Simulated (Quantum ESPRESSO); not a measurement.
Fe under changes of volume

One of the cells (9.857 Å³/atom); the others are scaled copies at fixed shape and fractional positions:

```
Fe
1.0
     2.43416    0.00000    0.00000
    -1.21708    2.10804    0.00000
     0.00000    0.00000    3.84193
Fe
2
Cartesian
  1.2171 0.7027 2.8815
  0.0000 1.4054 0.9605
```

This isn't the form of Fe at room conditions, which is bcc.

```yaml
Program: Quantum ESPRESSO 7.5
Functional: r2SCAN
Potentials_or_basis: SG15 PBE 1.2
Cutoff: 952 eV
Density_cutoff: 3810 eV
k_mesh: 6 × 6 × 4
Occupations: fermi-dirac, width 0.05 eV
Spin: collinear spin, ferromagnetic start
Starting_moments: "[3.0, 3.0] μB"
```

```csv
volume (Å³/atom),energy over the lowest point (meV/atom),moment (μB per cell)
9.266,446.44,5.03
9.463,?,?
9.660,259.29,5.20
9.857,180.70,5.31
10.054,110.78,5.35
10.251,50.76,5.36
10.448,0.00,5.36
```

**Question.** What does the run at 9.463 Å³/atom give?

**Answer.** Energy over the lowest point 347.77 meV/atom; moment 5.13 μB per cell.

Worked out: A Birch-Murnaghan fit of order 3 (a polynomial in V^(-2/3)) to the other rows has no minimum within the range. It gives 348.14 meV/atom at 9.463 Å³/atom, against the run's 347.77. A parabola through the other rows of the moment, of slope 0.515 μB per Å³/atom there, gives 5.14 μB, against the run's 5.13.

Energies are extrapolated to zero smearing.

Caveats: all runs use coarse meshes; the potentials were made for another functional, which shifts forces and pressure.
